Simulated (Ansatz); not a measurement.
Runs of Ansatz 0.2.0 on InSe. It takes space group C2/m (No. 12, monoclinic). Conventional cell: a = 11.653 Å, b = 4.109 Å, c = 5.073 Å, α = 90.00°, β = 109.86°, γ = 90.00°. In (site symmetry m) has 3 Se at 2.68 to 2.69 Å and 1 In at 2.80 Å as nearest neighbours. Se (site symmetry m) is surrounded by 3 In at 2.68 to 2.69 Å. The cell comes from a database or a generator and needn't be the stable form of this composition.

```tsv
level	cutoff (eV)	gap on the mesh (eV)	pressure (GPa)	largest force (eV/Å)
HSE03	420	(a)	-0.1	0.09
PBE0	420	2.71	-0.5	0.12
HSE06	420	2.08	(c)	0.10
PBEsol0	420	2.63	-2.3	0.24
B3LYP	420	(b)	2.5	0.07
HSEsol	420	2.00	-2.1	(d)
r2SCANh	500	2.23	-0.6	0.10
r2SCAN0	500	2.96	-1.3	0.25
```

Alike in all rows: task band structure; potentials or basis Ansatz PAW; no spin polarisation; cell as given; k mesh 4 × 4 × 3; smearing fermi-dirac 0.05 eV; the mesh is coarse, so values aren't converged.

Problem. Estimate the missing entries.

Solution. (a) 1.93; (b) 2.41; (c) -0.3; (d) 0.21.

Caveats: all runs use coarse meshes; the k mesh misses the band edges, so the gap on the mesh is wider than the one along the path; spin-orbit coupling is left out, which moves the levels of the heavy elements; the PAW data sets come from PBE, with cores solved anew for the run's functional, which leaves a small shift of forces and pressure; the thresholds are loose for stress.

A k mesh can miss the band edges, and the runs leave out spin-orbit coupling on In, Se.
